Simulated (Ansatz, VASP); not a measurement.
**Ti: VASP beside Ansatz**

File INCAR:

```
SYSTEM = Ti
  ALGO = Fast
  EDIFF = 1E-7
  ENCUT = 520
  GGA = PS
  ISIF = 2
  ISMEAR = 0
  LASPH = .True.
  LCHARG = .False.
  LREAL = .False.
  LWAVE = .False.
  NBANDS = 12
  NELM = 60
  PREC = Accurate
  SIGMA = 0.15
```

KPOINTS

```
k-points
0
Gamma
  20 20 20
  0 0 0
```

POSCAR

```
Ti
1.0
   -1.7226735327      1.7226735327      1.6049504194
    1.7226735327     -1.7226735327      1.6049504194
    1.4872273061      1.4872273061     -1.6049504194
Ti
1
Direct
    0.0000000000      0.0000000000      0.0000000000
```

Input for Ansatz:

```yaml
crystal:
  lattice:
    - [-1.7226735327, 1.7226735327, 1.6049504194]
    - [1.7226735327, -1.7226735327, 1.6049504194]
    - [1.4872273061, 1.4872273061, -1.6049504194]
  atoms:
    - { symbol: Ti, position: [0.0, 0.0, 0.0] }
basis:
  ecutwfc: 520.0
kpoints:
  mp_grid: { grid: [20, 20, 20] }
hamiltonian:
  xc: pbesol
  pseudopotentials: { kind: paw, azcp: { folder: soft_1 } }
scf:
  occupations: { method: gaussian, width: 0.15 }
output:
  forces: true
  stress: true
  eigenvalues: true
```

Change from the starting cell: engineering shear strain xy -0.1467, normal strain along z +0.0000.

Alike in both runs: task single point; functional PBEsol; k mesh 20 × 20 × 20; occupations gaussian, width 0.15 eV; no spin polarisation.

```csv
,VASP,Ansatz
version,VASP 6.6.1,Ansatz 0.2.0
potentials or method,"VASP PAW PBE potentials, release 64 (Ti_sv)","scalar-relativistic, plane waves, PAW"
plane-wave cutoff (eV),520,520
valence electrons in the cell,12,12
```

Ansatz gave:

| Quantity | Value |
| --- | --- |
| gap on the k mesh at the Fermi level (eV) | none |
| pressure (GPa) | 0.3 |
| largest component of the traceless stress (GPa) | 4.45 |

Task: Estimate VASP's values.

Result: gap on the k mesh at the Fermi level (eV): none; pressure (GPa): 0.1; largest component of the traceless stress (GPa): 4.44.

A gap of «none» marks a metal or a gap that the smearing closes. Ansatz warned: «pseudo_functional_mismatch».

Caveats: the PAW data sets were made with another functional, which shifts forces and pressure a little (VASP).
